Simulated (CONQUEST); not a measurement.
## Sn under changes of volume

One of the cells (27.650 Å³/atom); the others are scaled copies at fixed shape and fractional positions:

```xyz
4
Lattice="3.1986 0.0000 0.0000 0.0000 5.8803 0.0000 0.0000 0.0000 5.8803" Properties=species:S:1:pos:R:3 pbc="T T T"
Sn    0.0000    0.0000    0.0000
Sn    1.5993    2.9401    2.9401
Sn    0.7997    0.0000    2.9401
Sn    2.3990    2.9401    0.0000
```

```yaml
Program: CONQUEST 1.3
Functional: PBE
Potentials_or_basis: PseudoDojo NC PBE, DZ, grid of 32 × 60 × 60 points
k_mesh: 8 × 5 × 5
Occupations: fermi-dirac, width 0.05 eV
Spin: no spin polarisation
```

```csv
volume (Å³/atom),energy over the lowest point (meV/atom),pressure (GPa)
25.991,65.10,7.2
26.544,42.99,5.7
27.097,?,?
27.650,13.98,3.1
28.203,5.93,1.7
28.756,1.53,0.7
29.309,0.00,0.0
```

Problem. What does the run at 27.097 Å³/atom give?

Solution. Energy over the lowest point 26.30 meV/atom; pressure 4.2 GPa.

Worked out: A Birch-Murnaghan fit of order 3 (a polynomial in V^(-2/3)) to the other rows has its minimum at 29.31 Å³/atom, just outside them, with B0 = V·E''(V) = 41 GPa and B' = 6.5 at fixed shape and positions, which overstates the stiffness. It gives 26.15 meV/atom at 27.097 Å³/atom, against the run's 26.30, and -dE/dV = 4.2 GPa, against 4.2.

Energies are extrapolated to zero smearing.

Caveats: the atomic basis is small; the basis of atomic orbitals isn't converged, which shifts pressures, moduli and gaps.
